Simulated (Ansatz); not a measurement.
`C[O][AlH][O]C` + `F[C](F)F`• → `C[O][Al][O]C`• + `FC(F)F`  (hydrogen abstraction from the Al–H bond)

Calculated with Ansatz (gas phase, PBE0-D4/def2-TZVP geometries, no zero-point term in ΔE). CCSD(T)/CBS adds triple-zeta CCSD(T) − MP2 to the extrapolated MP2 energy (def2 sets, frozen cores). This one scheme is used for every species. Functionals use def2-TZVPP. No spin–orbit coupling; open shells (•) take unrestricted orbitals. One conformer a species, not always the lowest.

`C[O][AlH][O]C`:

Z-matrix (Å, degrees):
```
C
O 1 1.393
H 1 1.095 2 110.2
H 1 1.095 2 110.3 3 -118.8
H 1 1.097 2 112.8 3 120.5
Al 2 1.679 1 140.8 3 -123.4
O 6 1.679 2 123.8 1 -0.6
H 6 1.565 2 118.1 1 179.4
C 7 1.393 6 140.8 2 -0.5
H 9 1.095 7 110.3 6 117.7
H 9 1.097 7 112.8 6 -2.9
H 9 1.095 7 110.2 6 -123.4
```

`F[C](F)F`•:

```xyz
4

F     1.024    0.220    0.693
C    -0.146    0.237    0.099
F    -0.855   -0.824    0.409
F    -0.023    0.367   -1.201
```

`C[O][Al][O]C`•:

Z-matrix (Å, degrees):
```
C
O 1 1.396
H 1 1.095 2 110.2
H 1 1.095 2 110.1 3 118.8
H 1 1.097 2 112.6 3 -120.6
Al 2 1.685 1 141.0 3 119.2
O 6 1.685 2 124.6 1 -0.2
C 7 1.396 6 140.8 2 -0.4
H 8 1.095 7 110.1 6 120.3
H 8 1.097 7 112.7 6 -0.3
H 8 1.095 7 110.1 6 -120.8
```

`FC(F)F`:

Z-matrix (Å, degrees):
```
C
F 1 1.331
F 1 1.331 2 108.5
F 1 1.331 2 108.5 3 -117.7
H 1 1.093 2 110.4 3 121.1
```

```
           level  ΔE (kJ/mol)
          revPBE        -89.7
CCSD(T)/def2-SVP        -84.5
```

Task: What does CCSD(T)/CBS give? (Best estimate.)

Result: Computed: -96.1 kJ/mol. The listed levels differ from it by 6.4, 11.6 kJ/mol.

Largest T1 diagnostic among the species: 0.014.

In def2-TZVPP, CCSD(T) changes the Hartree–Fock value by −16.9 kJ/mol (the triples alone add −2.0 kJ/mol) and MP2 by −27.9 kJ/mol. At CCSD(T), def2-SVP lies +11.6 kJ/mol from the extrapolated value and def2-TZVPP +1.0 kJ/mol. Leaving LDA and LC-ωPBE aside and taking each functional with its dispersion term where it has one, the values, not all of them listed here, spread over 22.2 kJ/mol, from PBE-QIDH to B97M-V. LDA lies −11.8 kJ/mol from PBE without D4.

CCSD(T)/CBS has its own doubt, a few kJ/mol and more with outer-core shells, so smaller differences from it don't rank the levels.
